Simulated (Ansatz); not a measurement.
AlNi:

```
Ni Al
1.0
     2.88100    0.00000    0.00000
     0.00000    2.88100    0.00000
     0.00000    0.00000    2.88100
Ni Al
1 1
Cartesian
  1.4405 1.4405 1.4405
  0.0000 0.0000 0.0000
```

Base run:

| Item | Value |
| --- | --- |
| Program | Ansatz 0.2.0 |
| Functional | PBE |
| Potentials or basis | all-electron LAPW, scalar-relativistic |
| Cutoff | 255 eV (chosen from the basis error) |
| Basis error allowed | 0.001 eV/atom |
| k mesh | 9 × 9 × 9 |
| Occupations | gaussian, width 0.022 eV |
| Spin | collinear spin, ferromagnetic start |
| Starting moments | [1.0, 0.0] μB |

Its results: pressure 1.9 GPa; net moment 0.00 μB per cell.

Question: The run is repeated on the same cell with these changes: functional from PBE to revPBE; occupations from gaussian, width 0.022 eV to fermi-dirac, width 0.05 eV. What comes out?

Answer: Pressure 4.8 GPa; net moment 0.00 μB per cell.

Caveats: the starting moments weren't kept.
